In the tellurides and lead salts of this rocksalt series, the lightness of the holes is governed mainly by the distance to an energy level beyond the band gap, and only partly by the gap itself. That is why PbTe, whose calculated gap is wider than those of PbS and PbSe, still has a lighter hole, and why the hole in SnTe is much lighter than the electron. For the electrons the gap has a larger say. These are PBE results without spin-orbit coupling, which matters greatly for comparison with real samples.

Rocksalt crystals (Fm-3m), relaxed with their symmetry kept and computed with Ansatz 0.2.0: PBE, plane-wave PAW, scalar-relativistic without spin-orbit coupling, no spin polarisation, cutoff 420 eV, Gaussian smearing. Gaps are over the whole zone; masses are from central differences (step 0.02 Å⁻¹) at the band edges, along the cube axes only.

```
formula  element on site A  Z A  element on site B  Z B  volume per atom (Å³)  shortest distance (Å)    k mesh  smearing width  band gap (eV)  gap kind  lightest electron mass (electron mass)  lightest hole mass (electron mass)  heaviest electron mass (electron mass)  heaviest hole mass (electron mass)
    MgS                 Mg   12                  S   16                 17.88                  2.615     8×8×8         0.02 eV          2.758  indirect                                   0.293                               0.249                                   0.524                               0.968
    SrO                 Sr   38                  O    8                 17.52                  2.597     8×8×8         0.02 eV          3.326  indirect                                   0.407                               0.329                                    1.23                                4.17
   SnTe                 Sn   50                 Te   52                 32.97                  3.207  10×10×10         0.01 eV          0.056    direct                                  0.0922                              0.0375                                  0.0922                              0.0375
    PbS                 Pb   82                  S   16                 27.12                  3.005  10×10×10         0.02 eV          0.493    direct                                   0.161                               0.149                                   0.161                               0.149
   PbSe                 Pb   82                 Se   34                 30.05                  3.109  10×10×10         0.01 eV          0.433    direct                                   0.135                               0.134                                   0.135                               0.134
   PbTe                 Pb   82                 Te   52                 35.48                  3.286     8×8×8         0.02 eV          0.831    direct                                   0.140                               0.130                                   0.140                               0.130
```

An effective mass measures how sharply a band curves at its edge. In a light band, most of the curvature arises because motion couples the edge state to other levels, which repel it more strongly the closer they lie. A helium atom in a weak electric field behaves similarly: its energy shift comes from excited levels that symmetry allows the field to mix in, and the lowest excited singlet, 1s2s, is not among them. In a crystal the allowed partner also changes with the direction of motion.

SnTe, PbS, PbSe and PbTe have both band edges at L, the point where the cube's body diagonal meets the zone boundary. Each edge is a single level there, with a filled pair of levels below and an empty pair above. For motion along the diagonal, symmetry lets the two edges repel each other, so the gap counts. For motion across it, the valence edge couples to the empty pair and the conduction edge to the filled pair. The table's masses at L are taken along the cube axes, where the two transverse directions carry two thirds of the weight; its equal lightest and heaviest masses therefore hide a real anisotropy.

With one partner level at distance D, second-order perturbation theory gives

1/m(hole) = E/D − 1
1/m(electron) = E/D + 1

where m is in electron masses and E is the squared momentum coupling expressed as an energy. The ones are the free-electron term. One mean E for holes and one for electrons were taken from the four L rows. For the transverse hole of PbTe, which is part of that mean,

1/m = 16.7 eV / 1.396 eV − 1 = 11.0, so m = 0.091

against 0.093 from the calculated bands. The transverse masses of all four rows are reproduced to about a tenth. If the gap is used as D instead, the hole coupling has to vary fivefold between rows, as the output below shows.

The wide gap of PbTe does have an effect, but along the diagonal: there its hole mass is roughly 0.5, against 0.2 in PbS. Across the diagonal PbTe is lighter, because its empty pair lies closer to the valence edge, and this outweighs the gap in the table's average. For the electron the balance can tip the other way: compared with PbSe, PbTe is lighter across the diagonal but slightly heavier in the table.

Chemistry suggests why the levels lie where they do. The filled pair is mainly anion p and the empty pair mainly cation p, and symmetry keeps the cation's outer s electrons out of both. The pairs are 3.7 eV apart in PbS but only 2.1 eV in both tellurides, as expected when the higher p level of Te approaches that of the metal. The valence edge does mix with the cation s level and is pushed up by it. Sn 5s electrons are less tightly bound than Pb 6s, so in SnTe the edge is pushed further, close to the empty pair.

This accounts for the unequal carriers of SnTe. Its valence edge is 0.46 eV from its partner and its conduction edge 1.73 eV, a ratio near four, and the transverse electron is about 3.5 times as heavy as the hole. The SnTe electron is nevertheless the lightest in the table. That comes from the diagonal part, where the tiny gap counts; across the diagonal it is no lighter than the electron of PbTe. Swapped band edges would need couplings roughly two and five times larger, so the normal order is more plausible here, although the orbital character was not printed. The SnTe masses themselves are coarse. The step used to measure the curvature shifts the hole energy by most of the gap, so the masses right at the edge are expected to be lighter still. A band crossing between sampled points may also have been missed; this second warning applies to PbS and PbSe too, where the wider gaps make it less serious.

MgS and SrO have their edges at other points of the zone, with partners more than 3 eV away, and their lightest carriers are accordingly heavier. The hole coupling from the L rows gives their light holes to about a tenth along the cube axes, but other directions agree less well. The heaviest masses in the table also cover the cube axes only: along a face diagonal the heaviest hole of MgS is about ten times heavier than listed, and heavier than that of SrO. For the SrO electron the model gives half the calculated mass. A conduction edge of strontium d character is the likely reason. The heavy electron mass of 1.23 along the line from the zone centre fits this: an edge of s character would be expected to be repelled there by a filled oxygen p level, and so to be lighter, as the MgS electron is at 0.524.

Neither the gap order of the lead salts nor their masses should be carried over to real samples. Spin-orbit coupling strongly lowers these gaps, and in measurements PbS, not PbTe, has the widest. It also inverts the band edges of SnTe, so the tiny gap listed is not the physical one. Because it mixes the single levels with the pairs, it lets the gap act on the transverse masses too, and real masses should follow the gap more closely than these do. PBE has a fault of its own: it usually places empty levels too close to filled ones. The wide gaps of MgS and SrO are therefore expected to be too small, and their light carriers somewhat too light.

Printed output of the fit:

```
Holes (transverse at L or light hole at Gamma):
   row  partner distance eV    mass  coupling energy eV  mass from mean L coupling  miss %
   MgS                3.604   0.249               18.08                     0.2749   10.42
   SrO                3.791   0.329               15.31                     0.2934  -10.83
  SnTe                0.457  0.0311               15.15                    0.02811  -9.603
   PbS                2.073  0.1328               17.68                     0.1416   6.628
  PbSe                1.824  0.1152               17.66                     0.1225   6.346
  PbTe                1.396  0.0933               16.36                    0.09114  -2.312
Electrons (transverse at L or X):
   row  partner distance eV    mass  coupling energy eV  mass from mean L coupling  miss %
   MgS                4.402   0.293               10.62                     0.2604  -11.14
   SrO                3.423   0.407               4.987                     0.2149   -47.2
  SnTe                1.727  0.1097               14.02                     0.1214   10.62
   PbS                 2.08  0.1594               10.97                     0.1426  -10.53
  PbSe                1.699  0.1243               11.97                     0.1196  -3.766
  PbTe                1.562  0.1068               13.06                      0.111   3.974
Mean hole coupling energy of the four L rows in eV: 16.71
Mean electron coupling energy of the four L rows in eV: 12.5
Largest over smallest hole coupling in the L rows with the partner distance: 1.167
Largest over smallest hole coupling in the L rows with the fundamental gap: 5.245
Gap of PbTe against PbS in %: 68.56
Table hole mass of PbTe against PbS in %: -12.75
Rough longitudinal hole masses of SnTe PbS PbSe PbTe: 0.05027, 0.1905, 0.1878, 0.4908
Rough longitudinal electron masses of SnTe PbS PbSe PbTe: 0.05113, 0.157, 0.1531, 0.3084
SnTe transverse electron mass over hole mass: 3.527
SnTe electron partner distance over hole partner distance: 3.779
SnTe hole energy shift at the step along x in % of the gap: 72.57
SnTe hole coupling energy corrected for the finite step in eV: 16.83
SnTe coupling needed by the empty doublet if the edges were swapped in eV: 28.03
SnTe coupling needed by the filled doublet if the edges were swapped in eV: 74.96
Light-hole coupling energy along [101] of MgS and SrO in eV: 21.44, 12.4
```
